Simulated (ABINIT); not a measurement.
A run of ABINIT 10.8.3 (patched build):

Contents of run.abi:

```
# Datasets: one volume each
ndtset 7
getwfk -1
scalecart1 3*0.9795861087
scalecart2 3*0.9864848297
scalecart3 3*0.9932883884
scalecart4 3*1.0000000000
scalecart5 3*1.0066227096
scalecart6 3*1.0131594038
scalecart7 3*1.0196128224

# Pseudopotentials
pp_dirpath "./"
pseudos "Ba.LDA_PW-JTH.xml, Ti.LDA_PW-JTH.xml, O.LDA_PW-JTH.xml"

# Structure
acell 7.5702428553 7.5702428553 7.5702428553
rprim
     1.0000000000     0.0000000000     0.0000000000
     0.0000000000     1.0000000000     0.0000000000
     0.0000000000     0.0000000000     1.0000000000
ntypat 3
znucl 56 22 8
natom 5
typat 1 2 3 3 3
xred
     0.5000000000     0.5000000000     0.5000000000
     0.0000000000     0.0000000000     0.0000000000
     0.0000000000     0.0000000000     0.5000000000
     0.0000000000     0.5000000000     0.0000000000
     0.5000000000     0.0000000000     0.0000000000

# Plane-wave basis
ecut 23.0
pawecutdg 45.0

# k points
kptopt 1
ngkpt 7 7 7
nshiftk 1
shiftk 0.0 0.0 0.0

# Exchange and correlation
ixc 7

# Bands and occupations
nband 24
occopt 3
tsmear 0.05 eV

# SCF cycle
nstep 100
tolvrs 1.0e-9

# Output
iomode 3
prtwf 1
prtden 0
prteig 0
prtebands 0
enunit 1
```

Potentials or basis: JTH PAW LDA v2.0.

Run with:

```bash
$ abinit run.abi > log 2>&1
```

Hardware: 1 thread of Arm Neoverse V1, on a shared host.

Problem. How long does it take, and how much memory?

Solution. It took 5 min on 1 thread of Arm Neoverse V1, with other jobs on the host, peak memory 0.16 GiB. Counts: scf iterations 84, mpi ranks 1, k points 20, bands 24, plane waves 2170.
